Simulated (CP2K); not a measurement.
**SnTe under changes of volume**

One of the cells (31.281 Å³/atom); the others are scaled copies at fixed shape and fractional positions:

```
Te Sn
1.0
     4.45597    0.00000    0.00000
     2.22799    3.85899    0.00000
     2.22799    1.28633    3.63829
Te Sn
1 1
Cartesian
  4.4560 2.5727 1.8191
  0.0000 0.0000 0.0000
```

```yaml
Program: CP2K 2026.2
Functional: LDA
Potentials_or_basis: GTH_POTENTIALS Te GTH-PADE-q6, Sn GTH-PADE-q4; TZVP-MOLOPT-PBE-GTH basis
Density_cutoff: 6123 eV
k_mesh: 7 × 7 × 7
Occupations: fermi-dirac, width 0.0259 eV
Spin: no spin polarisation
```

| volume (Å³/atom) | energy over the lowest point (meV/atom) | pressure (GPa) |
| --- | --- | --- |
| 29.404 | ? | ? |
| 30.030 | 0.52 | 0.6 |
| 30.656 | 0.00 | -0.4 |
| 31.281 | 3.20 | -1.3 |
| 31.907 | 9.74 | -2.1 |
| 32.532 | 19.25 | -2.8 |
| 33.158 | 31.43 | -3.4 |

Question: What does the run at 29.404 Å³/atom give?

Answer: Energy over the lowest point 5.21 meV/atom; pressure 1.8 GPa.

Worked out: A Birch-Murnaghan fit of order 3 (a polynomial in V^(-2/3)) to the other rows has its minimum at 30.42 Å³/atom with B0 = V·E''(V) = 48 GPa and B' = 4.5. It gives 5.22 meV/atom at 29.404 Å³/atom, against the run's 5.21, and -dE/dV = 1.8 GPa, against 1.8.

Energies are extrapolated to zero smearing.

Caveats: the basis of atomic orbitals isn't converged, which shifts pressures, moduli and gaps.
